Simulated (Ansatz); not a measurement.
Band table of Cs (simple hexagonal type)

```yaml
crystal:
  lattice:
    - [3.90524, 0.00000, 0.00000]
    - [-1.95262, 3.38204, 0.00000]
    - [0.00000, 0.00000, 3.67093]
  atoms:
    - { symbol: Cs, position: [0.00000, 0.00000, 0.00000] }
```

The cell comes from a relaxation on PAW files under the same functional, begun from a prototype that needn't be the stable phase.

Computed with Ansatz 0.2.0; functional PBE, scalar-relativistic. Settings: a Γ-centred 8×8×8 k mesh, Fermi–Dirac smearing of 0.08 eV, no spin polarisation. Methods: LAPW: all electrons, basis error target 1 meV/atom.

This run: volume at 0.4 of the series' base cell.

Spin–orbit coupling is left out, which matters for the heavy atoms.

Path points, in fractions of the reciprocal vectors: Γ (0.000, 0.000, 0.000), M (0.500, 0.000, 0.000), K (0.333, 0.333, 0.000), A (0.000, 0.000, 0.500), L (0.500, 0.000, 0.500), H (0.333, 0.333, 0.500). Levels in eV from the Fermi level; bands 9 to 15, counted from the lowest band of the run. The gap is zero, the pressure 4.18 GPa.

```
# k(1/Å) point b9 b10 b11 b12 b13 b14 b15
0.000 Γ -24.06 -9.97 -9.97 -9.87 -1.92 0.92 2.93
0.232 - -24.02 -10.29 -10.04 -9.84 -1.49 1.14 2.26
0.464 - -23.93 -10.97 -10.19 -9.75 -0.68 1.12 2.24
0.697 - -23.84 -11.55 -10.33 -9.67 -0.39 1.26 2.92
0.929 M -23.80 -11.78 -10.39 -9.63 -0.46 1.72 2.86
1.063 - -23.80 -11.74 -10.48 -9.62 -0.24 1.75 2.80
1.197 - -23.79 -11.64 -10.72 -9.61 0.36 1.83 2.60
1.331 - -23.78 -11.49 -11.02 -9.60 1.15 1.90 2.27
1.465 K -23.77 -11.28 -11.28 -9.60 1.82 1.88 1.88
1.733 - -23.81 -11.47 -10.80 -9.63 0.99 1.26 2.36
2.002 - -23.90 -11.09 -10.35 -9.72 -0.23 1.28 1.89
2.270 - -24.01 -10.38 -10.06 -9.83 -1.37 1.22 2.08
2.538 Γ -24.06 -9.97 -9.97 -9.87 -1.92 0.92 2.93
2.752 - -24.03 -10.22 -9.94 -9.94 -1.58 1.35 3.03
2.966 - -23.95 -10.95 -9.87 -9.87 -0.86 2.29 3.31
3.180 - -23.86 -11.57 -9.80 -9.80 -0.06 2.41 3.64
3.394 A -23.83 -11.80 -9.77 -9.77 0.45 2.00 3.81
3.626 - -23.79 -11.75 -10.05 -9.83 0.96 1.29 3.28
3.858 - -23.71 -11.60 -10.67 -9.97 0.16 1.49 3.44
4.090 - -23.63 -11.44 -11.21 -10.10 -0.69 1.12 3.31
4.323 L -23.59 -11.42 -11.38 -10.15 -1.00 0.93 3.16
4.457 - -23.58 -11.39 -11.37 -10.24 -0.94 1.17 2.37
4.591 - -23.57 -11.35 -11.30 -10.45 -0.75 1.39 1.82
4.725 - -23.56 -11.33 -11.15 -10.72 -0.45 0.57 2.75
4.859 H -23.56 -11.32 -10.97 -10.97 -0.02 -0.02 3.63
5.127 - -23.59 -11.38 -11.14 -10.53 -0.50 1.15 2.64
5.395 - -23.68 -11.55 -10.78 -10.12 -0.03 2.44 2.48
5.663 - -23.78 -11.73 -10.13 -9.86 1.12 1.12 3.13
5.931 A -23.83 -11.80 -9.77 -9.77 0.45 2.00 3.81
```
